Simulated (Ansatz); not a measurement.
# InAs: how the settings move a single-point run

How sensitive is a single-point run of InAs to its settings? A reference run comes first, then two runs with altered input. The cell is built on a prototype (CsCl type) and needn't be the phase found in nature.

Method: reference: DFT, PBE, plane waves, PAW, in Ansatz 0.2.0.

7 further runs of the same task are left out: 4 for a known fault of the program, 3 that didn't finish.

### 1 Starting point

Symmetry: Pm-3m, No. 221, cubic system. Conventional cell: a = 3.537 Å, b = 3.537 Å, c = 3.537 Å, α = 90.00°, β = 90.00°, γ = 90.00°. In (site symmetry m-3m) is surrounded by 8 As at 3.06 Å. Around As (site symmetry m-3m) lie 8 In at 3.06 Å.

As a file:

```cif
data_structure
_symmetry_space_group_name_H-M 'P 1'
_symmetry_Int_Tables_number 1
_cell_length_a 3.5365
_cell_length_b 3.5365
_cell_length_c 3.5365
_cell_angle_alpha 90.000
_cell_angle_beta 90.000
_cell_angle_gamma 90.000
_cell_volume 44.23
loop_
_atom_site_label
_atom_site_type_symbol
_atom_site_fract_x
_atom_site_fract_y
_atom_site_fract_z
_atom_site_occupancy
In1 In 0.00000 0.00000 0.00000 1
As1 As 0.50000 0.50000 0.50000 1
```

### 2 The reference run

input.yaml reads:

```yaml
crystal:
  lattice:
    - [3.536541079, 0.0, 0.0]
    - [0.0, 3.536541079, 0.0]
    - [0.0, 0.0, 3.536541079]
  atoms:
    - { symbol: In, position: [0.0, 0.0, 0.0] }
    - { symbol: As, position: [0.5, 0.5, 0.5] }
kpoints:
  mp_grid: { grid: [6, 6, 6] }
hamiltonian:
  xc: pbe
scf:
  occupations: { method: fermi_dirac, width: 0.02 }
  n_extra_bands: 4
output:
  forces: true
  stress: true
  eigenvalues: true
```

Started as:

```
> ansatz run input.yaml --threads 4 --pin off --max-ram 3686MiB --backend cpu --events-out ev --progress --plain --runs-dir out
```

### 3 Variant: occupations.method methfessel_paxton, occupations.width 0.05

Edit input.yaml of step 2 so:

```diff
@@ -13,3 +13,3 @@
 scf:
-  occupations: { method: fermi_dirac, width: 0.02 }
+  occupations: { method: methfessel_paxton, width: 0.05 }
   n_extra_bands: 4
```

### 4 Variant: ecutwfc 500

Edit input.yaml of step 2 so:

```diff
@@ -19 +19,3 @@
   eigenvalues: true
+basis:
+  ecutwfc: 500
```

What does the calculation give? Wanted: for each run, ending; energy change; pressure; gap; force.

As calculated:

| run | ending | energy change | pressure (GPa) | gap (eV) | force (eV/Å) | cycles | time |
| --- | --- | --- | --- | --- | --- | --- | --- |
| reference | converged | 0 | 1.5 | 0.00 | 0.00 | 6 | 0.53 s |
| 1: occupations.method methfessel_paxton, occupations.width 0.05 | converged | +0.1 meV/atom (σ→0) | 1.4 | 0.00 | 0.00 | 6 | 0.54 s |
| 2: ecutwfc 500 | converged | -0.9 meV/atom | 1.5 | 0.00 | 0.00 | 6 | 0.65 s |

Residual by cycle in the longest SCF loop of each run; runs are numbered as in the table. The quantity is the density residual dr2, in eV.

| cycle | reference | run 1 | run 2 |
| --- | --- | --- | --- |
| 1 | 0.00526 | 0.00716 | 0.00524 |
| 2 | 5.0e-4 | 8.3e-4 | 5.1e-4 |
| 3 | 3.9e-5 | 4.7e-5 | 3.7e-5 |
| 4 | 5.2e-6 | 6.2e-6 | 5.2e-6 |
| 5 | 1.5e-7 | 3.5e-7 | 1.5e-7 |
| 6 | 4.8e-8 | 6.5e-8 | 4.4e-8 |

The pressure spans 1.4 to 1.5 GPa over the reference and the converged variants. Semilocal functionals close small gaps, so the missing gap need not be the real solid's.
